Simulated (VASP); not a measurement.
# WC (Fd-3m) in VASP: a series of runs

One crystal, WC, is run at these levels: r2SCAN, SCAN, TPSS; tasks: band structure.

Everything below comes from runs of VASP 6.6.1. Logs are shortened: lines on timing, memory, paths and dates and some standing lists are left out, and cuts for length are marked.

### 1 Starting point

It takes space group Fd-3m (No. 227, cubic). Conventional cell: a = 5.774 Å, b = 5.774 Å, c = 5.774 Å, α = 90.00°, β = 90.00°, γ = 90.00°. Around W (site symmetry -43m) lie 4 W at 2.50 Å and 4 C at 2.50 Å. Around C (site symmetry -43m) lie 4 W at 2.50 Å and 4 C at 2.50 Å.

The cell was built by a generator and needn't be a form met in nature.

### 2 Band structure, r2SCAN

The input, INCAR:

```
SYSTEM = WC
ALGO     = Normal         ! electronic algorithm
EDIFF    = 1E-6           ! SCF threshold, eV
ENCUT    = 520            ! plane-wave cutoff, eV
ISIF     = 2              ! what is computed and relaxed
ISMEAR   = -1             ! smearing method
LASPH    = .TRUE.         ! aspherical terms in the spheres
LCHARG   = .FALSE.        ! write CHGCAR
LMAXMIX  = 4              ! l up to which the mixer works
LMIXTAU  = .TRUE.       
LREAL    = .FALSE.        ! projectors in reciprocal space
LWAVE    = .FALSE.        ! write WAVECAR
METAGGA  = R2SCAN         ! meta-GGA
NELM     = 80             ! most SCF steps
PREC     = Accurate       ! precision mode
SIGMA    = 0.05           ! smearing width, eV
```

The input, KPOINTS:

```
k-points
0
G
  6 6 6
  0 0 0
```

The input, POSCAR:

```
WC
1.0
    0.0000000000      2.8868000000      2.8868000000
    2.8868000000      0.0000000000      2.8868000000
    2.8868000000      2.8868000000      0.0000000000
W C
2 2
Direct
    0.5000000000      0.5000000000      0.5000000000
    0.7500000000      0.7500000000      0.7500000000
    0.0000000000      0.0000000000      0.0000000000
    0.2500000000      0.2500000000      0.2500000000
```

The input, KPOINTS_OPT:

```
path GXWKGLUWLK,UX
10
line-mode
reciprocal
 0.0000000000  0.0000000000  0.0000000000  G
 0.5000000000  0.0000000000  0.5000000000  X

 0.5000000000  0.0000000000  0.5000000000  X
 0.5000000000  0.2500000000  0.7500000000  W

 0.5000000000  0.2500000000  0.7500000000  W
 0.3750000000  0.3750000000  0.7500000000  K

 0.3750000000  0.3750000000  0.7500000000  K
 0.0000000000  0.0000000000  0.0000000000  G

 0.0000000000  0.0000000000  0.0000000000  G
 0.5000000000  0.5000000000  0.5000000000  L

 0.5000000000  0.5000000000  0.5000000000  L
 0.6250000000  0.2500000000  0.6250000000  U

 0.6250000000  0.2500000000  0.6250000000  U
 0.5000000000  0.2500000000  0.7500000000  W

 0.5000000000  0.2500000000  0.7500000000  W
 0.5000000000  0.5000000000  0.5000000000  L

 0.5000000000  0.5000000000  0.5000000000  L
 0.3750000000  0.3750000000  0.7500000000  K

 0.6250000000  0.2500000000  0.6250000000  U
 0.5000000000  0.0000000000  0.5000000000  X
```

Potentials or basis: VASP PAW PBE potentials, release 64 (W_sv, C).

Run with:

```
> cat potpaw_PBE.64/W_sv/POTCAR potpaw_PBE.64/C/POTCAR > POTCAR
> mpirun -np 1 vasp_std > vasp.out
```

OUTCAR:

```text
SYSTEM = WC
   EDIFF = 1E-6
   ENCUT = 520
   ISIF = 2
   ISMEAR = -1
   LASPH = .TRUE.
   LREAL = .FALSE.
   METAGGA = R2SCAN
   NELM = 80
   PREC = Accurate

 ion  position               nearest neighbor table
   1  0.500  0.500  0.500-   4 2.50   4 2.50   4 2.50   2 2.50   2 2.50   2 2.50   4 2.50   2 2.50

   2  0.750  0.750  0.750-   1 2.50   1 2.50   1 2.50   3 2.50   3 2.50   3 2.50   3 2.50   1 2.50

   3  0.000  0.000  0.000-   2 2.50   2 2.50   2 2.50   2 2.50
   4  0.250  0.250  0.250-   1 2.50   1 2.50   1 2.50   1 2.50

  LATTYP: Found a face centered cubic cell.
 ALAT       =     5.7736000000

  Lattice vectors:

 A1 = (   0.0000000000,   2.8868000000,   2.8868000000)
 A2 = (   2.8868000000,   0.0000000000,   2.8868000000)
 A3 = (   2.8868000000,   2.8868000000,   0.0000000000)

Analysis of symmetry for initial positions (statically):
=====================================================================
 Subroutine PRICEL returns:
 Original cell was already a primitive cell.

 Routine SETGRP: Setting up the symmetry group for a
 face centered cubic supercell.

 Subroutine GETGRP returns: Found 48 space group operations
 (whereof 24 operations were pure point group operations)
 out of a pool of 48 trial point group operations.

The static configuration has the point symmetry T_d .
 The point group associated with its full space group is O_h .

Analysis of symmetry for dynamics (positions and initial velocities):
=====================================================================
 Subroutine PRICEL returns:
 Original cell was already a primitive cell.

 Routine SETGRP: Setting up the symmetry group for a
 face centered cubic supercell.

 Subroutine GETGRP returns: Found 48 space group operations
 (whereof 24 operations were pure point group operations)
 out of a pool of 48 trial point group operations.

The dynamic configuration has the point symmetry T_d .
 The point group associated with its full space group is O_h .

 Subroutine INISYM returns: Found 48 space group operations
 (whereof 24 operations are pure point group operations),
 and found     1 'primitive' translations

----------------------------------------------------------------------------------------

                                     Primitive cell

  volume of cell :      48.1150

  direct lattice vectors                    reciprocal lattice vectors
     0.000000000  2.886800000  2.886800000    -0.173202162  0.173202162  0.173202162
     2.886800000  0.000000000  2.886800000     0.173202162 -0.173202162  0.173202162
     2.886800000  2.886800000  0.000000000     0.173202162  0.173202162 -0.173202162

  length of vectors
     4.082551712  4.082551712  4.082551712     0.299994944  0.299994944  0.299994944

  position of ions in fractional coordinates (direct lattice)
     0.500000000  0.500000000  0.500000000
     0.750000000  0.750000000  0.750000000
     0.000000000  0.000000000  0.000000000
     0.250000000  0.250000000  0.250000000

  ion indices of the primitive-cell ions
   primitive index   ion index
                 1           1
                 2           2
                 3           3
                 4           4

----------------------------------------------------------------------------------------

 KPOINTS: k-points

Automatic generation of k-mesh.
 Grid dimensions read from file:
 generate k-points for:    6    6    6

 Generating k-lattice:

  Cartesian coordinates                     Fractional coordinates (reciprocal lattice)
    -0.028867027  0.028867027  0.028867027     0.166666667  0.000000000  0.000000000
     0.028867027 -0.028867027  0.028867027     0.000000000  0.166666667  0.000000000
     0.028867027  0.028867027 -0.028867027     0.000000000  0.000000000  0.166666667

  Length of vectors
     0.049999157  0.049999157  0.049999157

  Shift w.r.t. Gamma in fractional coordinates (k-lattice)
     0.000000000  0.000000000  0.000000000

 Subroutine IBZKPT returns following result:
 ===========================================

 Found     16 irreducible k-points:

 Following reciprocal coordinates:
            Coordinates               Weight
  0.000000  0.000000  0.000000      1.000000
  0.166667  0.000000  0.000000      8.000000
  0.333333  0.000000  0.000000      8.000000
  0.500000  0.000000  0.000000      4.000000
  0.166667  0.166667  0.000000      6.000000
  0.333333  0.166667  0.000000     24.000000
[... 8 lines left out ...]
 -0.333333  0.333333  0.166667     24.000000
 -0.333333  0.500000  0.166667     12.000000
   k-points           NKPTS =     16   k-points in BZ     NKDIM =     16   number of bands    NBANDS=     22
   number of dos      NEDOS =    301   number of ions     NIONS =      4
   total plane-waves  NPLWV =  27000
   dimension x,y,z NGX =    30 NGY =   30 NGZ =   30
   dimension x,y,z NGXF=    60 NGYF=   60 NGZF=   60
   ions per type =               2   2
   NGX,Y,Z   is equivalent  to a cutoff of  12.22, 12.22, 12.22 a.u.
   NGXF,Y,Z  is equivalent  to a cutoff of  24.43, 24.43, 24.43 a.u.
 SYSTEM =  WC
   PREC   = accura    normal or accurate (medium, high low for compatibility)
   ISTART =      0    job   : 0-new  1-cont  2-samecut
   ICHARG =      2    charge: 1-file 2-atom 10-const
   ISPIN  =      1    spin polarized calculation?
   LNONCOLLINEAR =      F non collinear calculations
   LSORBIT =      F    spin-orbit coupling
   LASPH  =      T    aspherical Exc in radial PAW
   ENCUT  =  520.0 eV  38.22 Ry    6.18 a.u.   7.59  7.59  7.59*2*pi/ulx,y,z
   NELM   =     80;   NELMIN=  2; NELMDL= -5     # of ELM steps
   EDIFF  = 0.1E-05   stopping-criterion for ELM
   LREAL  =      F    real-space projection
   EDIFFG = 0.1E-04   stopping-criterion for IOM
   NSW    =      0    number of steps for IOM
   IBRION =     -1    ionic relax: 0-MD 1-quasi-New 2-CG
   NFREE  =      0    steps in history (QN), initial steepest desc. (CG)
   ISIF   =      2    stress and relaxation
   ISYM   =      2    0-nonsym 1-usesym 2-fastsym
   POTIM  = 0.5000    time-step for ionic-motion
   TEBEG  =    0.0;   TEEND  =   0.0 temperature during run
   PSTRESS=    0.0 pullay stress
   NELECT =      36.0000    total number of electrons
   NUPDOWN=      -1.0000    fix difference up-down
   EMIN   =  10.00;   EMAX   =-10.00  energy-range for DOS
   EFERMI =   0.00;   METHOD = LEGACY
   ISMEAR =    -1;   SIGMA  =   0.05  broadening in eV -4-tet -1-fermi 0-gaus
   EFERMI_NEDOS =   21; number of points for ismear=-14 and -15
   IALGO  =     38    algorithm
   IMIX   =      4    mixing-type and parameters
     AMIX     =   0.40;   BMIX     =  1.00
     AMIX_MAG =   1.60;   BMIX_MAG =  1.00
  volume/ion in A,a.u.               =      12.03        81.17
  Fermi-wavevector in a.u.,A,eV,Ry     =   1.486217  2.808543 30.053117  2.208842
  Thomas-Fermi vector in A             =   2.599531
   LORBIT       =      0    0 simple, 1 ext, 2 COOP (PROOUT), +10 PAW based schemes
   METAGGA = R2SCAN    functional components
   LHFCALC =     F    Hartree Fock is set to
   AEXX    =    0.0000 exact exchange contribution
   IVDW    =     0    specifies the selected vdW correction
   LEPSILON=     F    determine dielectric tensor
   LRPA    =     F    only Hartree local field effects (RPA)
 non-spin polarized calculation
  energy-cutoff  :      520.00
  volume of cell :       48.11
 maximum number of plane-waves:      1313
   NGX = 15   NGY = 15   NGZ = 15

 number of electron      36.0000004 magnetization

 Free energy of the ion-electron system (eV)
  ---------------------------------------------------
  ext. energy  EPLUGINS =         0.00000000
  ---------------------------------------------------
  free energy    TOTEN  =      -112.91382555 eV

  energy without entropy =     -112.90582738  energy(sigma->0) =     -112.90982647

 E-fermi :   9.5161     XC(G=0): -14.1320

 val. band max:        9.4613925427   @ k =   0.5000   0.5000   0.0000
 cond. band min:       9.6047160117   @ k =   0.5000   0.3333   0.1667
 fundamental gap:      0.1433234690
 Fermi energy:         9.5160843717

 k-point     1 :       0.0000    0.0000    0.0000
  band No.  band energies     occupation
      1     -66.4809      2.00000
      2     -66.0891      2.00000
      3     -30.5058      2.00000
      4     -30.5058      2.00000
      5     -30.5058      2.00000
      6     -29.4602      2.00000
[... 14 lines left out ...]
     21      10.8710      0.00000
     22      10.8710      0.00000

 k-point     2 :       0.1667    0.0000    0.0000
  band No.  band energies     occupation
      1     -66.4618      2.00000
      2     -66.1088      2.00000
      3     -30.5377      2.00000
      4     -30.5377      2.00000
      5     -30.5039      2.00000
      6     -29.4685      2.00000
[... 14 lines left out ...]
     21      11.0253      0.00000
     22      12.4924      0.00000

 k-point     3 :       0.3333    0.0000    0.0000
  band No.  band energies     occupation
      1     -66.4154      2.00000
      2     -66.1564      2.00000
      3     -30.5962      2.00000
      4     -30.5962      2.00000
      5     -30.5038      2.00000
      6     -29.4803      2.00000
[... 14 lines left out ...]
     21      11.4748      0.00000
     22      12.3696      0.00000

 k-point     4 :       0.5000    0.0000    0.0000
  band No.  band energies     occupation
      1     -66.3841      2.00000
      2     -66.1883      2.00000
      3     -30.6233      2.00000
      4     -30.6233      2.00000
      5     -30.5057      2.00000
      6     -29.4838      2.00000
[... 14 lines left out ...]
     21      11.2602      0.00000
     22      11.9249      0.00000

 k-point     5 :       0.1667    0.1667    0.0000
  band No.  band energies     occupation
      1     -66.4550      2.00000
      2     -66.1158      2.00000
      3     -30.5745      2.00000
      4     -30.5745      2.00000
      5     -30.4391      2.00000
      6     -29.5380      2.00000
[... 217 lines left out ...]
 k-point    14 :       0.5000    0.3333    0.1667
  band No.  band energies     occupation
      1     -66.3710      2.00000
      2     -66.2015      2.00000
      3     -30.7277      2.00000
      4     -30.6713      2.00000
      5     -30.2687      2.00000
      6     -29.7165      2.00000
[... 14 lines left out ...]
     21      11.3135      0.00000
     22      11.8165      0.00000

 k-point    15 :      -0.3333    0.3333    0.1667
  band No.  band energies     occupation
      1     -66.3354      2.00000
      2     -66.2375      2.00000
      3     -30.7588      2.00000
      4     -30.6985      2.00000
      5     -30.1912      2.00000
      6     -29.7918      2.00000
[... 14 lines left out ...]
     21      11.2050      0.00000
     22      12.2852      0.00000

 k-point    16 :      -0.3333    0.5000    0.1667
  band No.  band energies     occupation
      1     -66.2865      2.00000
      2     -66.2865      2.00000
      3     -30.7480      2.00000
      4     -30.7479      2.00000
      5     -29.9952      2.00000
      6     -29.9952      2.00000
[... 14 lines left out ...]
     21      11.3624      0.00000
     22      11.3624      0.00000

------------------------ aborting loop because EDIFF is reached ----------------------------------------

  FORCE on cell =-STRESS in cart. coord.  units (eV):
  Direction    XX          YY          ZZ          XY          YZ          ZX
  --------------------------------------------------------------------------------------
  -------------------------------------------------------------------------------------
  Total       -0.4836420     -0.4836420     -0.4836420      0.0000000     -0.0000000      0.0000000
  in kB      -16.1047688    -16.1047688    -16.1047688      0.0000000     -0.0000000      0.0000000
  external PRESSURE =     -16.1047688 kB  Pullay stress =       0.0000000 kB

 VOLUME and BASIS-vectors are now :
 -----------------------------------------------------------------------------
  energy-cutoff  :      520.00
  volume of cell :       48.11
      direct lattice vectors                 reciprocal lattice vectors
     0.000000000  2.886800000  2.886800000    -0.173202162  0.173202162  0.173202162
     2.886800000  0.000000000  2.886800000     0.173202162 -0.173202162  0.173202162
     2.886800000  2.886800000  0.000000000     0.173202162  0.173202162 -0.173202162

 POSITION                                       TOTAL-FORCE (eV/Angst)
 -----------------------------------------------------------------------------------
      2.88680      2.88680      2.88680        -0.000000     -0.000000     -0.000000
      4.33020      4.33020      4.33020         0.000000      0.000000      0.000000
      0.00000      0.00000      0.00000        -0.000000     -0.000000      0.000000
      1.44340      1.44340      1.44340        -0.000000     -0.000000     -0.000000
 -----------------------------------------------------------------------------------
    total drift:                                0.000000     -0.000000     -0.000000

  FREE ENERGIE OF THE ION-ELECTRON SYSTEM (eV)
  ---------------------------------------------------
  free  energy   TOTEN  =      -112.9138255482 eV

  energy  without entropy=     -112.9058273832  energy(sigma->0) =     -112.90982647
```

Run time: 2.3 min. Hardware: 1 thread of Intel Xeon 6975P-C (Granite Rapids), shared host; peak memory 0.17 GiB.

Results:

```yaml
Free_energy: -112.9138 eV
Pressure: -1.6 GPa
Band_gap_along_the_path: none (metal or under the smearing width)
```

Levels at the corners of the path, in eV from the Fermi level:
```
point  band 16  band 17  band 18  band 19  band 20  band 21
    Γ    -3.12    -3.12    -3.12     1.16     1.36     1.36
    X    -1.94    -0.43    -0.43    -0.05    -0.05     0.38
    X    -1.94    -0.43    -0.43    -0.05    -0.05     0.38
    W    -2.52    -1.08    -1.08     0.61     0.61     1.81
    W    -2.52    -1.08    -1.08     0.61     0.61     1.81
    K    -2.08    -1.71    -1.49     0.54     0.98     1.13
    K    -2.08    -1.71    -1.49     0.54     0.98     1.13
    Γ    -3.12    -3.12    -3.12     1.16     1.36     1.36
    Γ    -3.12    -3.12    -3.12     1.16     1.36     1.36
    L    -2.57     0.40     0.40     1.71     1.74     1.74
    L    -2.57     0.40     0.40     1.71     1.74     1.74
    U    -2.08    -1.71    -1.49     0.54     0.98     1.13
    U    -2.08    -1.71    -1.49     0.54     0.98     1.13
    W    -2.52    -1.08    -1.08     0.61     0.61     1.81
    W    -2.52    -1.08    -1.08     0.61     0.61     1.81
    L    -2.57     0.40     0.40     1.71     1.74     1.74
    L    -2.57     0.40     0.40     1.71     1.74     1.74
    K    -2.08    -1.71    -1.49     0.54     0.98     1.13
    U    -2.08    -1.71    -1.49     0.54     0.98     1.13
    X    -1.94    -0.43    -0.43    -0.05    -0.05     0.38
```

Caveat: the PAW data sets were made with another functional, which shifts forces and pressure a little; spin-orbit coupling is left out, which moves the levels of the heavy elements.

### 3 Band structure, SCAN

INCAR, as its differences from that of step 2:

```diff
@@ -12,3 +12,3 @@
 LWAVE    = .FALSE.        ! write WAVECAR
-METAGGA  = R2SCAN         ! meta-GGA
+METAGGA  = SCAN           ! meta-GGA
 NELM     = 80             ! most SCF steps
```

KPOINTS is that of step 2.

POSCAR is that of step 2.

KPOINTS_OPT is that of step 2.

Potentials or basis: VASP PAW PBE potentials, release 64 (W_sv, C).

Run with:

```
> cat potpaw_PBE.64/W_sv/POTCAR potpaw_PBE.64/C/POTCAR > POTCAR
> mpirun -np 1 vasp_std > vasp.out
```

It took 2.3 min on 1 thread of Intel Xeon 6975P-C (Granite Rapids), shared host; peak memory 0.17 GiB.

The run converged. Its results:

```yaml
Free_energy: -149.8499 eV
Pressure: -5.6 GPa
Band_gap_along_the_path: none (metal or under the smearing width)
```

Levels at the corners of the path, in eV from the Fermi level:
| point | band 14 | band 15 | band 16 | band 17 | band 18 | band 19 | band 20 | band 21 | band 22 |
| --- | --- | --- | --- | --- | --- | --- | --- | --- | --- |
| Γ | -3.50 | -3.49 | -3.11 | -3.11 | -3.11 | 0.81 | 1.42 | 1.42 | 1.42 |
| X | -4.67 | -1.91 | -1.91 | -0.47 | -0.47 | -0.10 | -0.10 | 0.41 | 0.41 |
| X | -4.67 | -1.91 | -1.91 | -0.47 | -0.47 | -0.10 | -0.10 | 0.41 | 0.41 |
| W | -3.53 | -2.49 | -2.49 | -1.07 | -1.07 | 0.58 | 0.58 | 1.82 | 1.82 |
| W | -3.53 | -2.49 | -2.49 | -1.07 | -1.07 | 0.58 | 0.58 | 1.82 | 1.82 |
| K | -2.79 | -2.30 | -2.05 | -1.68 | -1.51 | 0.50 | 0.97 | 1.10 | 2.16 |
| K | -2.79 | -2.30 | -2.05 | -1.68 | -1.51 | 0.50 | 0.97 | 1.10 | 2.16 |
| Γ | -3.50 | -3.49 | -3.11 | -3.11 | -3.11 | 0.81 | 1.42 | 1.42 | 1.42 |
| Γ | -3.50 | -3.49 | -3.11 | -3.11 | -3.11 | 0.81 | 1.42 | 1.42 | 1.42 |
| L | -3.51 | -3.51 | -2.61 | 0.39 | 0.39 | 1.71 | 1.74 | 1.74 | 2.42 |
| L | -3.51 | -3.51 | -2.61 | 0.39 | 0.39 | 1.71 | 1.74 | 1.74 | 2.42 |
| U | -2.79 | -2.30 | -2.05 | -1.68 | -1.50 | 0.50 | 0.97 | 1.11 | 2.16 |
| U | -2.79 | -2.30 | -2.05 | -1.68 | -1.50 | 0.50 | 0.97 | 1.11 | 2.16 |
| W | -3.53 | -2.49 | -2.49 | -1.07 | -1.07 | 0.58 | 0.58 | 1.82 | 1.82 |
| W | -3.53 | -2.49 | -2.49 | -1.07 | -1.07 | 0.58 | 0.58 | 1.82 | 1.82 |
| L | -3.51 | -3.51 | -2.61 | 0.39 | 0.39 | 1.71 | 1.74 | 1.74 | 2.42 |
| L | -3.51 | -3.51 | -2.61 | 0.39 | 0.39 | 1.71 | 1.74 | 1.74 | 2.42 |
| K | -2.79 | -2.30 | -2.05 | -1.68 | -1.51 | 0.50 | 0.97 | 1.10 | 2.16 |
| U | -2.79 | -2.30 | -2.05 | -1.68 | -1.50 | 0.50 | 0.97 | 1.11 | 2.16 |
| X | -4.67 | -1.91 | -1.91 | -0.47 | -0.47 | -0.10 | -0.10 | 0.41 | 0.41 |

Caveat: the PAW data sets were made with another functional, which shifts forces and pressure a little; spin-orbit coupling is left out, which moves the levels of the heavy elements.

[end of part 1 of 2]
